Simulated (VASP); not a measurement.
# InAs (Fm-3m) in VASP: notebook, part 2 of 2

VASP 6.6.1. The steps go on from the part before.

## 6. Single point, PBE, spin-orbit coupling, no magnetisation

INCAR

```
  PREC = Accurate
  ENCUT = 400
  EDIFF = 1E-7
  ISMEAR = 0
  SIGMA = 0.02
  LREAL = False
  LASPH = True
  NELM = 100
  ALGO = Normal
  ISIF = 2
  LWAVE = False
  LCHARG = False
  MAGMOM = 0 0 0 0 0 0
  LORBIT = 11
  LSORBIT = True
  GGA_COMPAT = False
  GGA = PE
  NBANDS = 34
```

KPOINTS

```
regular mesh
0
Gamma
  4 4 4
```

POSCAR

```
InAs
1.0
    0.0000000000      2.8773040000      2.8773040000
    2.8773040000      0.0000000000      2.8773040000
    2.8773040000      2.8773040000      0.0000000000
In As
1 1
Direct
    0.5000000000      0.5000000000      0.5000000000
    0.0000000000      0.0000000000      0.0000000000
```

Potentials or basis: VASP PAW PBE potentials, release 64 (In_d, As).

Command:

```
cat potpaw_PBE.64/In_d/POTCAR potpaw_PBE.64/As/POTCAR > POTCAR
mpirun -np 1 vasp_ncl > vasp.out
```

OUTCAR:

```text
PREC = Accurate
   ENCUT = 400
   EDIFF = 1E-7
   ISMEAR = 0
   LREAL = False
   LASPH = True
   NELM = 100
   ISIF = 2
   LORBIT = 11
   LSORBIT = True
   GGA = PE

 Found      8 irreducible k-points:

 Following reciprocal coordinates:
            Coordinates               Weight
  0.000000  0.000000  0.000000      1.000000
  0.250000  0.000000  0.000000      8.000000
  0.500000  0.000000  0.000000      4.000000
  0.250000  0.250000  0.000000      6.000000
  0.500000  0.250000  0.000000     24.000000
 -0.250000  0.250000  0.000000     12.000000
   k-points           NKPTS =      8   k-points in BZ     NKDIM =      8   number of bands    NBANDS=     34
   number of dos      NEDOS =    301   number of ions     NIONS =      2
   total plane-waves  NPLWV =  21952
   dimension x,y,z NGX =    28 NGY =   28 NGZ =   28
   dimension x,y,z NGXF=    56 NGYF=   56 NGZF=   56
   ions per type =               1   1
   NGX,Y,Z   is equivalent  to a cutoff of  11.44, 11.44, 11.44 a.u.
   NGXF,Y,Z  is equivalent  to a cutoff of  22.88, 22.88, 22.88 a.u.
 SYSTEM =  unknown system
   PREC   = accura    normal or accurate (medium, high low for compatibility)
   ISTART =      0    job   : 0-new  1-cont  2-samecut
   ICHARG =      2    charge: 1-file 2-atom 10-const
   ISPIN  =      1    spin polarized calculation?
   LNONCOLLINEAR =      T non collinear calculations
   LSORBIT =      T    spin-orbit coupling
   LASPH  =      T    aspherical Exc in radial PAW
   ENCUT  =  400.0 eV  29.40 Ry    5.42 a.u.   6.64  6.64  6.64*2*pi/ulx,y,z
   NELM   =    100;   NELMIN=  2; NELMDL= -5     # of ELM steps
   EDIFF  = 0.1E-06   stopping-criterion for ELM
   LREAL  =      F    real-space projection
   EDIFFG = 0.1E-05   stopping-criterion for IOM
   NSW    =      0    number of steps for IOM
   IBRION =     -1    ionic relax: 0-MD 1-quasi-New 2-CG
   NFREE  =      0    steps in history (QN), initial steepest desc. (CG)
   ISIF   =      2    stress and relaxation
   ISYM   =      2    0-nonsym 1-usesym 2-fastsym
   POTIM  = 0.5000    time-step for ionic-motion
   TEBEG  =    0.0;   TEEND  =   0.0 temperature during run
   PSTRESS=    0.0 pullay stress
   NELECT =      18.0000    total number of electrons
   NUPDOWN=      -1.0000    fix difference up-down
   EMIN   =  10.00;   EMAX   =-10.00  energy-range for DOS
   EFERMI =   0.00;   METHOD = LEGACY
   ISMEAR =     0;   SIGMA  =   0.02  broadening in eV -4-tet -1-fermi 0-gaus
   EFERMI_NEDOS =   21; number of points for ismear=-14 and -15
   IALGO  =     38    algorithm
   IMIX   =      4    mixing-type and parameters
     AMIX     =   0.40;   BMIX     =  1.00
     AMIX_MAG =   1.60;   BMIX_MAG =  1.00
  volume/ion in A,a.u.               =      23.82       160.75
  Fermi-wavevector in a.u.,A,eV,Ry     =   1.183505  2.236499 19.057448  1.400683
  Thomas-Fermi vector in A             =   2.319738
   LORBIT       =     11    0 simple, 1 ext, 2 COOP (PROOUT), +10 PAW based schemes
   GGA     = PE    functional components
   LHFCALC =     F    Hartree Fock is set to
   AEXX    =    0.0000 exact exchange contribution
   IVDW    =     0    specifies the selected vdW correction
   LEPSILON=     F    determine dielectric tensor
   LRPA    =     F    only Hartree local field effects (RPA)
 Gauss-broadening in eV      SIGMA  =   0.02
  energy-cutoff  :      400.00
  volume of cell :       47.64
 maximum number of plane-waves:      1786
 NGX is ok and might be reduce to    28
   NGX = 13   NGY = 13   NGZ = 13

 number of electron      18.0000000 magnetization       0.0000000      0.0000000      0.0000000

[... 17 lines left out ...]
 val. band max:        6.1534894763   @ k =   0.5000   0.0000   0.0000
 cond. band min:       6.2124371738   @ k =   0.5000   0.2500   0.0000
 fundamental gap:      0.0589476975
 Fermi energy:         6.1777903090

 k-point     1 :       0.0000    0.0000    0.0000
  band No.  band energies     occupation
      1      -9.0677      1.00000
      2      -9.0677      1.00000
      3      -9.0677      1.00000
      4      -9.0677      1.00000
      5      -8.2189      1.00000
      6      -8.2189      1.00000
[... 187 lines left out ...]
     29      16.2067      0.00000
     30      16.2067      0.00000

 [... further k-points ...]

 [bands above 30 left out]

------------------------ aborting loop because EDIFF is reached ----------------------------------------

  FORCE on cell =-STRESS in cart. coord.  units (eV):
  Direction    XX          YY          ZZ          XY          YZ          ZX
  --------------------------------------------------------------------------------------
  -------------------------------------------------------------------------------------
  Total        0.1774993      0.1774993      0.1774993     -0.0000000      0.0000000      0.0000000
  in kB        5.9692520      5.9692520      5.9692520     -0.0000000      0.0000000      0.0000000
  external PRESSURE =       5.9692520 kB  Pullay stress =       0.0000000 kB

 VOLUME and BASIS-vectors are now :
 -----------------------------------------------------------------------------
  energy-cutoff  :      400.00
  volume of cell :       47.64
      direct lattice vectors                 reciprocal lattice vectors
     0.000000000  2.877304000  2.877304000    -0.173773783  0.173773783  0.173773783
     2.877304000  0.000000000  2.877304000     0.173773783 -0.173773783  0.173773783
     2.877304000  2.877304000  0.000000000     0.173773783  0.173773783 -0.173773783

 POSITION                                       TOTAL-FORCE (eV/Angst)
 -----------------------------------------------------------------------------------
      2.87730      2.87730      2.87730         0.000000     -0.000000     -0.000000
      0.00000      0.00000      0.00000         0.000000      0.000000      0.000000
 -----------------------------------------------------------------------------------
    total drift:                                0.000000      0.000000      0.000000

  FREE ENERGIE OF THE ION-ELECTRON SYSTEM (eV)
  ---------------------------------------------------
  free  energy   TOTEN  =        -7.0316043136 eV

  energy  without entropy=       -7.0312327274  energy(sigma->0) =       -7.03141852

 Spin-Orbit-Coupling matrix elements

 Ion:    1  E_soc:     -0.0667187
 l=   1
     0.0000000    -0.0050700    -0.0050700
    -0.0050700     0.0000000    -0.0050700
    -0.0050700    -0.0050700     0.0000000
 l=   2
     0.0000000    -0.0012574     0.0000000    -0.0012574    -0.0047924
    -0.0012574     0.0000000    -0.0035943    -0.0012574    -0.0011981
     0.0000000    -0.0035943     0.0000000    -0.0035943     0.0000000
    -0.0012574    -0.0012574    -0.0035943     0.0000000    -0.0011981
    -0.0047924    -0.0011981     0.0000000    -0.0011981     0.0000000
 l=   3
     0.0000000     0.0000000     0.0000000     0.0000000     0.0000000     0.0000000     0.0000000
     0.0000000     0.0000000     0.0000000     0.0000000     0.0000000     0.0000000     0.0000000
     0.0000000     0.0000000     0.0000000     0.0000000     0.0000000     0.0000000     0.0000000
     0.0000000     0.0000000     0.0000000     0.0000000     0.0000000     0.0000000     0.0000000
     0.0000000     0.0000000     0.0000000     0.0000000     0.0000000     0.0000000     0.0000000
     0.0000000     0.0000000     0.0000000     0.0000000     0.0000000     0.0000000     0.0000000
     0.0000000     0.0000000     0.0000000     0.0000000     0.0000000     0.0000000     0.0000000

 Ion:    2  E_soc:     -0.0406457
 l=   1
     0.0000000    -0.0067771    -0.0067771
    -0.0067771     0.0000000    -0.0067771
    -0.0067771    -0.0067771     0.0000000
 l=   2
     0.0000000    -0.0000011     0.0000000    -0.0000011     0.0000039
    -0.0000011     0.0000000     0.0000029    -0.0000011     0.0000010
     0.0000000     0.0000029     0.0000000     0.0000029     0.0000000
    -0.0000011    -0.0000011     0.0000029     0.0000000     0.0000010
     0.0000039     0.0000010     0.0000000     0.0000010     0.0000000
 l=   3
     0.0000000     0.0000000     0.0000000     0.0000000     0.0000000     0.0000000     0.0000000
     0.0000000     0.0000000     0.0000000     0.0000000     0.0000000     0.0000000     0.0000000
     0.0000000     0.0000000     0.0000000     0.0000000     0.0000000     0.0000000     0.0000000
     0.0000000     0.0000000     0.0000000     0.0000000     0.0000000     0.0000000     0.0000000
     0.0000000     0.0000000     0.0000000     0.0000000     0.0000000     0.0000000     0.0000000
     0.0000000     0.0000000     0.0000000     0.0000000     0.0000000     0.0000000     0.0000000
     0.0000000     0.0000000     0.0000000     0.0000000     0.0000000     0.0000000     0.0000000

 total charge

# of ion       s       p       d       tot
------------------------------------------
    1        0.837   0.544   9.889  11.270
    2        1.243   1.507   0.018   2.768
--------------------------------------------------
tot          2.080   2.051   9.907  14.038

 magnetization (x)

# of ion       s       p       d       tot
------------------------------------------
    1        0.000   0.000   0.000   0.000
    2        0.000   0.000   0.000   0.000
--------------------------------------------------
tot          0.000   0.000   0.000   0.000

 magnetization (y)

# of ion       s       p       d       tot
------------------------------------------
    1        0.000   0.000   0.000   0.000
    2        0.000   0.000   0.000   0.000
--------------------------------------------------
tot          0.000   0.000   0.000   0.000

 magnetization (z)

# of ion       s       p       d       tot
------------------------------------------
    1        0.000   0.000   0.000   0.000
    2       -0.000   0.000   0.000   0.000
--------------------------------------------------
tot          0.000   0.000   0.000   0.000
```

stdout:

```text
POSCAR found type information on POSCAR InAs
 POSCAR found :  2 types and       2 ions
 scaLAPACK will be used
 LDA part: xc-table for (Slater+PW92), standard interpolation
 POSCAR, INCAR and KPOINTS ok, starting setup
 FFT: planning ... GRIDC
 FFT: planning ... GRID_SOFT
 FFT: planning ... GRID
 WAVECAR not read
 entering main loop
```

It took 22 s on 1 thread of Intel Xeon Platinum 8488C (Sapphire Rapids), shared host; peak memory 0.23 GiB.

The run converged, but some of its settings lie outside the range that counts as converged, so its numbers aren't taken as properties of the crystal.

What came out:

```
Free energy                                           : -7.0316 eV
Pressure                                              : 0.6 GPa
Valence electrons inside the program's atomic spheres : In 11.27; As 2.77
```

Caveat: the k mesh is coarse (spacing up to 0.47 Å⁻¹), so the values aren't converged.

## 7. The reference run

An earlier run on the cell as given: functional PBE; potentials or basis VASP PAW PBE potentials, release 64 (In_d, As); cutoff 520 eV; k mesh 8 × 8 × 8; occupations fermi-dirac, width 0.05 eV; no spin polarisation.

* Pressure: 0.0 GPa
* Band gap on the k mesh: none (metal or under the smearing width)
